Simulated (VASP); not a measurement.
Set up this calculation in VASP 6.6.1, as the native input.

```yaml
Task: relaxation of cell and atoms
Functional: PBEsol
Potentials_or_basis: VASP PAW PBE potentials, release 64 (Ga_d, Al, N)
Cutoff: 600 eV
k_mesh: 9 × 9 × 5
Occupations: gaussian, width 0.02 eV
Spin: no spin polarisation
Further_INCAR_settings: ALGO = Normal; EDIFF = 1e-07; IBRION = 2; EDIFFG = -0.02; NSW = 60; ISIF = 3
```

The structure of AlGaN2 lies in POSCAR:

```
AlGaN2
1.0
    3.1668909200      0.0000000000      0.0000000000
   -1.5834454600      2.7426079800      0.0000000000
    0.0000000000      0.0000000000      5.0783767300
Ga Al N
1 1 2
Direct
    0.6666666700      0.3333333300      0.4992870000
    0.3333333300      0.6666666700      0.9992870000
    0.6666666700      0.3333333300      0.8807130000
    0.3333333300      0.6666666700      0.3807130000
```

The cell comes from a database or a generator and needn't be the stable form of this composition.

One way to write it, as run:

INCAR

```
SYSTEM = AlGaN2
  PREC = Accurate
  ENCUT = 600
  EDIFF = 1E-7
  ISMEAR = 0
  SIGMA = 0.02
  LREAL = .FALSE.
  LASPH = .TRUE.
  NELM = 80
  ALGO = Normal
  ISIF = 3
  LWAVE = .FALSE.
  LCHARG = .FALSE.
  GGA = PS
  IBRION = 2
  NSW = 60
  EDIFFG = -0.02
  KPAR = 4
```

KPOINTS

```
Automatic mesh
0
G
  9 9 5
  0 0 0
```

Potentials or basis: VASP PAW PBE potentials, release 64 (Ga_d, Al, N).

Command:

```bash
$ cat potpaw_PBE.64/Ga_d/POTCAR potpaw_PBE.64/Al/POTCAR potpaw_PBE.64/N/POTCAR > POTCAR
$ mpirun -np 4 vasp_std > vasp.out
```

Results of the run:

* Relaxed volume: 10.91 Å³/atom
* Relaxed cell: a = 3.145 Å, b = 3.145 Å, c = 5.096 Å, α = 90.00°, β = 90.00°, γ = 120.00°
* Space group after relaxing (to 0.05 Å): P3m1 (No. 156)
* Energy gained by relaxing: 9.7 meV/atom
* Ionic steps: 8
* Pressure after relaxing: 0.0 GPa
* Largest force after relaxing: 0.014 eV/Å
* Band gap on the k mesh: 2.84 eV, direct

Caveat: the PAW data sets were made with another functional, which shifts forces and pressure a little.

Wall time 42 s on 4 MPI ranks on Intel(R) Xeon(R) 6975P-C (Granite Rapids) (shared host), peak memory 0.22 GiB a rank.
